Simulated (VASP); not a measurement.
Crystal: Se.

```
CELL_PARAMETERS angstrom
4.36620 0.00000 0.00000
-2.18310 3.78124 0.00000
0.00000 0.00000 4.95360
ATOMIC_POSITIONS crystal
Se 0.22540 0.00000 0.33333
Se 0.00000 0.22540 0.66667
Se 0.77460 0.77460 0.00000
```

| Property | Result |
| --- | --- |
| Program | VASP 6.6.1 |
| Task | relaxation of cell and atoms |
| Functional | LDA |
| Potentials or basis | VASP PAW LDA potentials, release 64 (Se) |
| Cutoff | 600 eV |
| k mesh | 9 × 9 × 6 |
| Occupations | gaussian, width 0.03 eV |
| Spin | no spin polarisation |

At the start: pressure -1.1 GPa; volume 27.26 Å³/atom.

How do energy, volume and symmetry change on relaxing?

Over 17 steps the energy falls by 51.4 meV/atom and the volume is 23.04 Å³/atom (-15.5 %); space group P3_121 (No. 152, to 0.05 Å).

Step by step:
```tsv
step	energy change (eV)	largest force (eV/Å)	pressure (GPa)	volume (Å³)
1	0.0000	0.2630	-1.07	81.78
2	-0.0285	0.3225	-0.58	79.65
3	-0.0840	0.5164	1.66	73.42
4	0.0882	0.8799	11.28	61.76
5	-0.0778	0.6500	2.81	71.88
6	-0.0866	0.6023	2.66	71.59
7	-0.1091	0.4715	2.33	70.73
8	-0.1371	0.2563	1.91	68.99
9	-0.1308	0.0293	2.17	65.50
10	-0.1440	0.1142	1.90	67.39
11	-0.1499	0.0696	1.15	68.15
12	-0.1532	0.0180	-0.18	69.63
13	-0.1533	0.0030	0.04	69.38
14	-0.1533	0.0005	0.07	69.34
15	-0.1535	0.0005	0.06	69.31
16	-0.1538	0.0008	0.05	69.25
17	-0.1541	0.0011	0.01	69.11
```

Final structure:
```cif
data_structure
_symmetry_space_group_name_H-M 'P 1'
_symmetry_Int_Tables_number 1
_cell_length_a 3.9467
_cell_length_b 3.9467
_cell_length_c 5.1230
_cell_angle_alpha 90.000
_cell_angle_beta 90.000
_cell_angle_gamma 120.000
_cell_volume 69.11
loop_
_atom_site_label
_atom_site_type_symbol
_atom_site_fract_x
_atom_site_fract_y
_atom_site_fract_z
_atom_site_occupancy
Se1 Se 0.25629 0.00000 0.33333 1
Se2 Se 0.00000 0.25629 0.66667 1
Se3 Se 0.74371 0.74371 0.00000 1
```

Caveat: the volume moved by over 15 % at a fixed basis, so the end points are rough; the volume moved by -15 % from the deposited cell, more than functionals usually miss.
